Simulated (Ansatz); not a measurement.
Input of an Ansatz 0.2.0 run:

input.yaml

```yaml
crystal:
  lattice:
    - [0.0, 2.702, 2.702]
    - [2.702, 0.0, 2.702]
    - [2.702, 2.702, 0.0]
  atoms:
    - { symbol: Zn, position: [0.75, 0.75, 0.75] }
    - { symbol: S, position: [0.0, 0.0, 0.0] }
hamiltonian:
  xc: { exchange: pbe, correlation: pbe, exx: { coeff: 0.5, omega: 0.2 } }
  pseudopotentials: { kind: paw }
kpoints:
  mp_grid: { grid: [5, 5, 5] }
scf:
  occupations: { method: fermi_dirac, width: 0.05 }
output:
  forces: true
  stress: true
  eigenvalues: true
```

Potentials or basis: Ansatz PAW.

Run with:

```console
$ ansatz run input.yaml --threads 2 --pin off --max-ram 5632MiB --backend cpu --events-out ev --progress --plain --runs-dir out
```

Problem. What does it give for the pressure?

Solution. 0.5 GPa.

Problem. Estimate the band gap on the k mesh.

Solution. 4.67 eV, direct.

Caveat: odd divisions of the mesh miss points on the zone boundary, where band edges often lie, so the gap on the mesh can be too wide; the PAW data sets come from PBE, with cores solved anew for the run's functional, which leaves a small shift of forces and pressure; the thresholds are loose for stress.

**Measured values to compare with.**

“Electronic, vibrational, and thermodynamic properties of ZnS (zincblende and rocksalt structure)”, 2009, arxiv:0911.5022 quotes, for a bulk crystal of ZnS at 19 K: band gap 3.85 eV (direct).

Measured gap of ZnS: 3.85 eV (direct; 19 K; quoted in “Electronic, vibrational, and thermodynamic properties of ZnS (zincblende and rocksalt structure)”, 2009, arxiv:0911.5022). This calculation gives 4.67 eV (+0.82 eV). The value is that of HSE06 form with a typed share of exact exchange, without temperature or zero-point motion.
